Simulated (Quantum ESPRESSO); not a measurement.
# HgSe: phonons with LDA

Crystal: HgSe.

```
Hg Se
1.0
     0.00000    3.03900    3.03900
     3.03900    0.00000    3.03900
     3.03900    3.03900    0.00000
Hg Se
1 1
Cartesian
  0.0000 0.0000 0.0000
  4.5585 4.5585 4.5585
```

```
Program                     : Quantum ESPRESSO 7.5
Task                        : phonons
Functional                  : LDA
Potentials or basis         : PseudoDojo 0.4.1 SR LDA standard
Cutoff                      : 1170 eV
Density cutoff              : 4680 eV
k mesh                      : 4 × 4 × 4, shifted
Occupations                 : fermi-dirac, width 0.05 eV
Spin                        : no spin polarisation
Form of the LDA correlation : PW92
Mixing beta                 : 0.5
Most SCF iterations         : 120
SCF threshold               : 4e-10 Ry
```

```yaml
Relaxed_volume: 27.82 Å³/atom
Relaxed_cell: a = 4.285 Å, b = 4.285 Å, c = 4.285 Å, α = 60.00°, β = 60.00°, γ = 60.00°
Space_group_after_relaxing_to_0.05_Å: F-43m (No. 216)
Pressure_after_relaxing: 0.0 GPa
Electronic_dielectric_tensor_diagonal: 23.65
Born_charges_mean_of_the_diagonal: Hg +3.49; Se -3.62 e
Highest_phonon_frequency_at_Γ_LO-TO_splitting_left_out: 132 cm⁻¹
Static_dielectric_tensor_diagonal: 34.96
```

Step by step:
| step | energy change (eV) | largest force (eV/Å) | pressure (GPa) | volume (Å³) |
| --- | --- | --- | --- | --- |
| 1 | 0.0000 | 0.0000 | -0.49 | 56.13 |
| 2 | -0.0004 | 0.0000 | -0.35 | 55.99 |
| 3 | -0.0007 | 0.0000 | -0.14 | 55.78 |
| 4 | -0.0007 | 0.0000 | 0.00 | 55.65 |
| 5 | -0.0007 | 0.0000 | 0.00 | 55.65 |

Final structure:
```
Hg Se
1.0
     0.00000    3.03024    3.03024
     3.03024    0.00000    3.03024
     3.03024    3.03024    0.00000
Hg Se
1 1
Cartesian
  0.0000 0.0000 0.0000
  4.5454 4.5454 4.5454
```

Levels at points of the mesh, in eV from the valence-band top:
| k point | band 15 | band 16 | band 17 | band 18 | band 19 | band 20 | band 21 | band 22 |
| --- | --- | --- | --- | --- | --- | --- | --- | --- |
| (0.12, 0.12, 0.12) | -6.30 | -1.81 | 0.00 | 0.00 | 0.68 | 5.16 | 5.77 | 5.77 |

Phonon frequencies in cm⁻¹ (negative: imaginary):
| q point | frequencies |
| --- | --- |
| (0.000, 0.000, 0.000) | -4 -4 -4 132 132 132 |

Electronic dielectric tensor:
```
23.65  0.00  0.00
 0.00 23.65  0.00
 0.00  0.00 23.65
```

Born effective charge tensors (e):
atom 1, Hg
```
3.49 0.00 0.00
0.00 3.49 0.00
0.00 0.00 3.49
```
atom 2, Se
```
-3.62  0.00  0.00
 0.00 -3.62  0.00
 0.00  0.00 -3.62
```

Optical modes at Γ, degenerate ones joined, polar ones without the macroscopic field:
| cm⁻¹ | components | symmetry | active in | IR intensity, summed ((D/Å)²/amu) |
| --- | --- | --- | --- | --- |
| 132 | 3 | T2 | IR and Raman | 15.46 |

Zone-centre frequencies without and with the macroscopic field along z (cm⁻¹):
|  | optical modes in rising order |
| --- | --- |
| without | 132 132 132 |
| with the field | 132 132 161 |

Static dielectric tensor, electrons and zone-centre modes:
```
34.96  0.00  0.00
 0.00 34.96  0.00
 0.00  0.00 34.96
```

Wall time 10 min on 1 thread of Intel(R) Xeon(R) Platinum 8375C CPU @ 2.90GHz (Ice Lake), with other jobs on the host, peak memory 0.11 GiB.

Caveat: the k mesh is coarse; the mesh is thin for the dielectric tensor, Born charges and intensities, which usually come out too large; the shifted mesh misses Γ, where the gap is smaller or closed, so treating the crystal as an insulator may be wrong and the dielectric response too small; the Born charges break their sum rule by 0.13 e, a sign of too thin a mesh. Spin-orbit coupling is left out, which matters for the levels of Hg.
